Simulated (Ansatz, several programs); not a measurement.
A 10-atom cell of In2O3 started from a crystallographic database, relaxed with PBE in Ansatz (plane waves, PAW): it is trigonal, R-3c (No. 167); conventional cell a = 5.575 Å, c = 14.756 Å, 13.24 Å³ an atom. Around In lie 6 O at 2.16–2.29 Å; around O lie 4 In at 2.16–2.29 Å. The cell was then scaled with its shape and fractional coordinates held, which makes it stiffer than a relaxed compression. (Simulation; spin polarisation is off.)

```tsv
V (Å³/atom)	E (meV/atom)
12.446	25.80
12.844	6.13
13.241	0.00
14.035	20.59
```

Q: Pass a cubic E = c₀ + c₁u + c₂u² + c₃u³, with u = V − 13.142 Å³, through these points.

A: c₀ = 0.37, c₁ = -7.484, c₂ = 38.234, c₃ = -5.0383 (meV and Å³).

Q: Where is the minimum, and what bulk modulus follows?

A: dE/du = 0 at u = +0.100, so V₀ = 13.24 Å³. B = V₀ d²E/dV² = 13.24 × (2c₂ + 6c₃u) = 13.24 × 73.451 = 973 meV/Å³, and 1 meV/Å³ is 0.16022 GPa: 156 GPa. A third-order Birch-Murnaghan fit to all five points gives 13.24 Å³ and 154 GPa.

Q: Predict the energy and the pressure at the withheld volume, 13.638 Å³.

A: With u = +0.496: E ≈ 5.45 meV and P = −dE/dV ≈ -4.28 GPa. The run gives 5.43 meV and, from its stress, -4.25 GPa.
